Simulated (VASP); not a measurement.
# AlN (P6_3mc) in VASP: notebook

The runs below take AlN through relaxation of cell and atoms, with PBE.

All numbers are computed with VASP 6.6.1; they aren't measurements. Logs are shortened: lines on timing, memory, paths and dates and some standing lists are left out, and cuts for length are marked.

### Step 1. The crystal as given

Symmetry: P6_3mc, No. 186, hexagonal system. The conventional cell has a = 3.113 Å, b = 3.113 Å, c = 4.981 Å, α = 90.00°, β = 90.00°, γ = 120.00°. Around Al (site symmetry 3m) lie 4 N at 1.89 Å. N (site symmetry 3m) has 4 Al at 1.89 Å as nearest neighbours.

### Step 2. Relaxation of cell and atoms, PBE

The input, INCAR:

```
  PREC = Accurate
  ENCUT = 520
  EDIFF = 1E-7
  ISMEAR = 0
  SIGMA = 0.02
  LREAL = False
  LASPH = True
  NELM = 80
  ALGO = Normal
  ISIF = 3
  LWAVE = False
  LCHARG = False
  GGA = PE
  IBRION = 2
  NSW = 80
  EDIFFG = -0.002
  KPAR = 4
```

The input, KPOINTS:

```
Automatic mesh
0
Gamma
  6 6 2
```

The input, POSCAR:

```
AlN
1.0
    3.1130000000      0.0000000000      0.0000000000
   -1.5565000000      2.6959370800      0.0000000000
    0.0000000000      0.0000000000      4.9810000000
Al N
2 2
Direct
    0.3333333300      0.6666666700      0.0000000000
    0.6666666700      0.3333333300      0.5000000000
    0.3333333300      0.6666666700      0.3800000000
    0.6666666700      0.3333333300      0.8800000000
```

Potentials or basis: VASP PAW PBE potentials, release 64 (Al, N).

Run with:

```
cat potpaw_PBE.64/Al/POTCAR potpaw_PBE.64/N/POTCAR > POTCAR
mpirun -np 4 vasp_std > vasp.out
```

OUTCAR:

```text
PREC = Accurate
   ENCUT = 520
   EDIFF = 1E-7
   ISMEAR = 0
   LREAL = False
   LASPH = True
   NELM = 80
   ISIF = 3
   GGA = PE
   IBRION = 2
   NSW = 80
   EDIFFG = -0.002

 ion  position               nearest neighbor table
   1  0.333  0.667  0.000-   3 1.89   4 1.89   4 1.89   4 1.89   2 3.07   2 3.07   2 3.07   2 3.07
                             2 3.07   2 3.07
   2  0.667  0.333  0.500-   4 1.89   3 1.89   3 1.89   3 1.89   1 3.07   1 3.07   1 3.07   1 3.07
                             1 3.07   1 3.07
   3  0.333  0.667  0.380-   1 1.89   2 1.89   2 1.89   2 1.89
   4  0.667  0.333  0.880-   2 1.89   1 1.89   1 1.89   1 1.89

  LATTYP: Found a hexagonal cell.
 ALAT       =     3.1130000000
 C/A-ratio  =     1.6000642467

  Lattice vectors:

 A1 = (   3.1130000000,   0.0000000000,   0.0000000000)
 A2 = (  -1.5565000000,   2.6959370800,   0.0000000000)
 A3 = (   0.0000000000,   0.0000000000,   4.9810000000)

Analysis of symmetry for initial positions (statically):
=====================================================================
 Subroutine PRICEL returns:
 Original cell was already a primitive cell.

 Routine SETGRP: Setting up the symmetry group for a
 hexagonal supercell.

 Subroutine GETGRP returns: Found 12 space group operations
 (whereof  6 operations were pure point group operations)
 out of a pool of 24 trial point group operations.

The static configuration has the point symmetry C_3v.
 The point group associated with its full space group is C_6v.

Analysis of symmetry for dynamics (positions and initial velocities):
=====================================================================
 Subroutine PRICEL returns:
 Original cell was already a primitive cell.

 Routine SETGRP: Setting up the symmetry group for a
 hexagonal supercell.

 Subroutine GETGRP returns: Found 12 space group operations
 (whereof  6 operations were pure point group operations)
 out of a pool of 24 trial point group operations.

The dynamic configuration has the point symmetry C_3v.
 The point group associated with its full space group is C_6v.

 Subroutine INISYM returns: Found 12 space group operations
 (whereof  6 operations are pure point group operations),
 and found     1 'primitive' translations

----------------------------------------------------------------------------------------

                                     Primitive cell

  volume of cell :      41.8028

  direct lattice vectors                    reciprocal lattice vectors
     3.113000000  0.000000000  0.000000000     0.321233537  0.185464269  0.000000000
    -1.556500000  2.695937080  0.000000000     0.000000000  0.370928538  0.000000000
     0.000000000  0.000000000  4.981000000     0.000000000  0.000000000  0.200762899

  length of vectors
     3.113000000  3.112999998  4.981000000     0.370928538  0.370928538  0.200762899

  position of ions in fractional coordinates (direct lattice)
     0.333333330  0.666666670  0.000000000
     0.666666670  0.333333330  0.500000000
     0.333333330  0.666666670  0.380000000
     0.666666670  0.333333330  0.880000000

  ion indices of the primitive-cell ions
   primitive index   ion index
                 1           1
                 2           2
                 3           3
                 4           4

----------------------------------------------------------------------------------------

 KPOINTS: Automatic mesh

Automatic generation of k-mesh.
 Grid dimensions read from file:
 generate k-points for:    6    6    2

 Generating k-lattice:

  Cartesian coordinates                     Fractional coordinates (reciprocal lattice)
     0.053538923  0.030910712  0.000000000     0.166666667 -0.000000000  0.000000000
     0.000000000  0.061821423  0.000000000     0.000000000  0.166666667  0.000000000
     0.000000000  0.000000000  0.100381450     0.000000000  0.000000000  0.500000000

  Length of vectors
     0.061821423  0.061821423  0.100381450

  Shift w.r.t. Gamma in fractional coordinates (k-lattice)
     0.000000000  0.000000000  0.000000000

 Subroutine IBZKPT returns following result:
 ===========================================

 Found     14 irreducible k-points:

 Following reciprocal coordinates:
            Coordinates               Weight
  0.000000  0.000000  0.000000      1.000000
  0.166667  0.000000  0.000000      6.000000
  0.333333  0.000000  0.000000      6.000000
  0.500000  0.000000  0.000000      3.000000
  0.166667  0.166667  0.000000      6.000000
  0.333333  0.166667  0.000000     12.000000
  0.333333  0.333333  0.000000      2.000000
  0.000000  0.000000  0.500000      1.000000
  0.166667  0.000000  0.500000      6.000000
  0.333333  0.000000  0.500000      6.000000
  0.500000  0.000000  0.500000      3.000000
  0.166667  0.166667  0.500000      6.000000
  0.333333  0.166667  0.500000     12.000000
  0.333333  0.333333  0.500000      2.000000
   k-points           NKPTS =     14   k-points in BZ     NKDIM =     14   number of bands    NBANDS=     12
   number of dos      NEDOS =    301   number of ions     NIONS =      4
   total plane-waves  NPLWV =  23040
   dimension x,y,z NGX =    24 NGY =   24 NGZ =   40
   dimension x,y,z NGXF=    48 NGYF=   48 NGZF=   80
   ions per type =               2   2
   NGX,Y,Z   is equivalent  to a cutoff of  12.82, 12.82, 13.35 a.u.
   NGXF,Y,Z  is equivalent  to a cutoff of  25.63, 25.63, 26.70 a.u.
 SYSTEM =  unknown system
   PREC   = accura    normal or accurate (medium, high low for compatibility)
   ISTART =      0    job   : 0-new  1-cont  2-samecut
   ICHARG =      2    charge: 1-file 2-atom 10-const
   ISPIN  =      1    spin polarized calculation?
   LNONCOLLINEAR =      F non collinear calculations
   LSORBIT =      F    spin-orbit coupling
   LASPH  =      T    aspherical Exc in radial PAW
   ENCUT  =  520.0 eV  38.22 Ry    6.18 a.u.   5.79  5.79  9.26*2*pi/ulx,y,z
   NELM   =     80;   NELMIN=  2; NELMDL= -5     # of ELM steps
   EDIFF  = 0.1E-06   stopping-criterion for ELM
   LREAL  =      F    real-space projection
   EDIFFG = -.2E-02   stopping-criterion for IOM
   NSW    =     80    number of steps for IOM
   IBRION =      2    ionic relax: 0-MD 1-quasi-New 2-CG
   NFREE  =      1    steps in history (QN), initial steepest desc. (CG)
   ISIF   =      3    stress and relaxation
   ISYM   =      2    0-nonsym 1-usesym 2-fastsym
   POTIM  = 0.5000    time-step for ionic-motion
   TEBEG  =    0.0;   TEEND  =   0.0 temperature during run
   PSTRESS=    0.0 pullay stress
   NELECT =      16.0000    total number of electrons
   NUPDOWN=      -1.0000    fix difference up-down
   EMIN   =  10.00;   EMAX   =-10.00  energy-range for DOS
   EFERMI =   0.00;   METHOD = LEGACY
   ISMEAR =     0;   SIGMA  =   0.02  broadening in eV -4-tet -1-fermi 0-gaus
   EFERMI_NEDOS =   21; number of points for ismear=-14 and -15
   IALGO  =     38    algorithm
   IMIX   =      4    mixing-type and parameters
     AMIX     =   0.40;   BMIX     =  1.00
     AMIX_MAG =   1.60;   BMIX_MAG =  1.00
  volume/ion in A,a.u.               =      10.45        70.52
  Fermi-wavevector in a.u.,A,eV,Ry     =   1.188629  2.246183 19.222843  1.412839
  Thomas-Fermi vector in A             =   2.324754
   LORBIT       =      0    0 simple, 1 ext, 2 COOP (PROOUT), +10 PAW based schemes
   GGA     = PE    functional components
   LHFCALC =     F    Hartree Fock is set to
   AEXX    =    0.0000 exact exchange contribution
   IVDW    =     0    specifies the selected vdW correction
   LEPSILON=     F    determine dielectric tensor
   LRPA    =     F    only Hartree local field effects (RPA)
 conjugate gradient relaxation of ions
 non-spin polarized calculation
 Gauss-broadening in eV      SIGMA  =   0.02
  energy-cutoff  :      520.00
  volume of cell :       41.80
 maximum number of plane-waves:      1152
 NGX is ok and might be reduce to    24
   NGX = 11   NGY = 11   NGZ = 19

--------------------------------------- Ionic step        1  -------------------------------------------

 number of electron      15.9999997 magnetization

 Free energy of the ion-electron system (eV)
  ---------------------------------------------------
  ext. energy  EPLUGINS =         0.00000000
  ---------------------------------------------------
  free energy    TOTEN  =       -29.76978075 eV

  energy without entropy =      -29.76978075  energy(sigma->0) =      -29.76978075

------------------------ aborting loop because EDIFF is reached ----------------------------------------

  FORCE on cell =-STRESS in cart. coord.  units (eV):
  Direction    XX          YY          ZZ          XY          YZ          ZX
  --------------------------------------------------------------------------------------
  -------------------------------------------------------------------------------------
  Total        0.7467150      0.7467150      1.1880626      0.0000000      0.0000000      0.0000000
  in kB       28.6193701     28.6193701     45.5349101      0.0000000      0.0000000      0.0000000
  external PRESSURE =      34.2578834 kB  Pullay stress =       0.0000000 kB
[... 251 lines left out ...]
  energy  without entropy=      -29.7785091569  energy(sigma->0) =      -29.77850916

--------------------------------------- Ionic step        8  -------------------------------------------

 number of electron      15.9999998 magnetization

 Free energy of the ion-electron system (eV)
  ---------------------------------------------------
  ext. energy  EPLUGINS =         0.00000000
  ---------------------------------------------------
  free energy    TOTEN  =       -29.77851015 eV

  energy without entropy =      -29.77851015  energy(sigma->0) =      -29.77851015

 E-fermi :   6.0913     XC(G=0): -10.8334

 val. band max:        5.9777994506   @ k =   0.0000   0.0000   0.0000
 cond. band min:      10.0351868437   @ k =   0.0000   0.0000   0.0000
 fundamental gap:      4.0573873930
 Fermi energy:         6.0913237524

 k-point     1 :       0.0000    0.0000    0.0000
  band No.  band energies     occupation
      1      -9.0972      2.00000
      2      -7.0108      2.00000
      3       0.0657      2.00000
      4       5.1346      2.00000
      5       5.1346      2.00000
      6       5.7769      2.00000
      7       5.7769      2.00000
      8       5.9778      2.00000
      9      10.0352      0.00000
     10      12.5024      0.00000
     11      16.4460      0.00000
     12      17.0186      0.00000
[... 224 lines left out ...]
  FREE ENERGIE OF THE ION-ELECTRON SYSTEM (eV)
  ---------------------------------------------------
  free  energy   TOTEN  =       -29.7785101532 eV

  energy  without entropy=      -29.7785101532  energy(sigma->0) =      -29.77851015

 reached required accuracy - stopping structural energy minimisation
```

Wall time 19 s (4 MPI ranks of Intel Xeon Platinum 8259CL at 2.50GHz (Skylake/Cascade Lake), shared host); peak memory 0.15 GiB.

Results:

```
Free energy                            : -29.7785 eV
Relaxed volume                         : 10.63 Å³/atom
Relaxed cell                           : a = 3.128 Å, b = 3.128 Å, c = 5.016 Å, α = 90.00°, β = 90.00°, γ = 120.00°
Space group after relaxing (to 0.05 Å) : P6_3mc (No. 186)
Energy gained by relaxing              : 2.2 meV/atom
Ionic steps                            : 8
Pressure after relaxing                : 0.0 GPa
Band gap on the k mesh                 : 4.06 eV, direct
```

The path:
| step | energy change (eV) | largest force (eV/Å) | pressure (GPa) | volume (Å³) |
| --- | --- | --- | --- | --- |
| 1 | 0.0000 | 0.1307 | 3.43 | 41.80 |
| 2 | -0.0018 | 0.0935 | -2.88 | 43.17 |
| 3 | -0.0087 | 0.0034 | 0.00 | 42.52 |
| 4 | -0.0087 | 0.0057 | 0.07 | 42.50 |
| 5 | -0.0087 | 0.0069 | 0.05 | 42.50 |
| 6 | -0.0087 | 0.0074 | 0.04 | 42.51 |
| 7 | -0.0087 | 0.0022 | -0.03 | 42.52 |
| 8 | -0.0087 | 0.0006 | -0.01 | 42.52 |

Final structure:
```yaml
crystal:
  lattice:
    - [3.12838, 0.00000, 0.00000]
    - [-1.56419, 2.70926, 0.00000]
    - [0.00000, 0.00000, 5.01634]
  atoms:
    - { symbol: Al, position: [0.33333, 0.66667, 0.99925] }
    - { symbol: Al, position: [0.66667, 0.33333, 0.49925] }
    - { symbol: N, position: [0.33333, 0.66667, 0.38075] }
    - { symbol: N, position: [0.66667, 0.33333, 0.88075] }
```

Caveat: the k mesh is coarse (spacing up to 0.63 Å⁻¹), so the values aren't converged. Zero-point motion and thermal expansion aren't in these numbers.

### Step 3. Relaxation of cell and atoms, PBE

This run uses another cell than the first one, of 10.63 Å³/atom, 1.017 times its volume.

INCAR is that of step 2.

KPOINTS is that of step 2.

The input, POSCAR:

```
AlN                                     
1.0
    3.1283790023      0.0000000000      0.0000000000
   -1.5641895011      2.7092556866     -0.0000000000
   -0.0000000000      0.0000000000      5.0163413358
  Al              N             
     2     2
Direct
     0.3333333300000021    0.6666666699999979    0.9992479748049706
     0.6666666699999979    0.3333333300000021    0.4992479748049706
     0.3333333300000021    0.6666666699999979    0.3807520251950320
     0.6666666699999979    0.3333333300000021    0.8807520251950319
```

Potentials or basis: VASP PAW PBE potentials, release 64 (Al, N).

Run with:

```
cat potpaw_PBE.64/Al/POTCAR potpaw_PBE.64/N/POTCAR > POTCAR
mpirun -np 4 vasp_std > vasp.out
```

Run time: 4.9 s. Hardware: 4 MPI ranks of Intel Xeon Platinum 8259CL at 2.50GHz (Skylake/Cascade Lake), shared host; peak memory 0.14 GiB.

Results (log left out):

```
Free energy             : -29.7789 eV
Pressure after relaxing : 0.0 GPa
Band gap on the k mesh  : 4.06 eV, direct
```

Final structure:
```cif
data_structure
_symmetry_space_group_name_H-M 'P 1'
_symmetry_Int_Tables_number 1
_cell_length_a 3.1284
_cell_length_b 3.1284
_cell_length_c 5.0163
_cell_angle_alpha 90.000
_cell_angle_beta 90.000
_cell_angle_gamma 120.000
_cell_volume 42.52
loop_
_atom_site_label
_atom_site_type_symbol
_atom_site_fract_x
_atom_site_fract_y
_atom_site_fract_z
_atom_site_occupancy
Al1 Al 0.33333 0.66667 0.99925 1
Al2 Al 0.66667 0.33333 0.49925 1
N1 N 0.33333 0.66667 0.38075 1
N2 N 0.66667 0.33333 0.88075 1
```

Levels at points of the mesh, in eV from the valence-band top:
| k point | band 5 | band 6 | band 7 | band 8 | band 9 | band 10 | band 11 | band 12 |
| --- | --- | --- | --- | --- | --- | --- | --- | --- |
| (0.00, 0.00, 0.00) | -0.84 | -0.20 | -0.20 | 0.00 | 4.06 | 6.52 | 10.47 | 11.04 |
| (0.50, 0.00, 0.00) | -3.30 | -2.05 | -1.74 | -0.68 | 5.76 | 5.77 | 8.04 | 10.15 |
| (0.00, 0.00, 0.50) | -0.53 | -0.53 | -0.53 | -0.53 | 6.32 | 6.32 | 10.18 | 10.18 |
| (0.50, 0.00, 0.50) | -1.44 | -1.44 | -1.35 | -1.35 | 5.25 | 5.25 | 9.15 | 9.15 |

Caveat: the k mesh is coarse (spacing up to 0.63 Å⁻¹), so the values aren't converged; the relaxation stopped at its first step, so nothing moved. As with any semilocal functional, this PBE gap is likely too small.
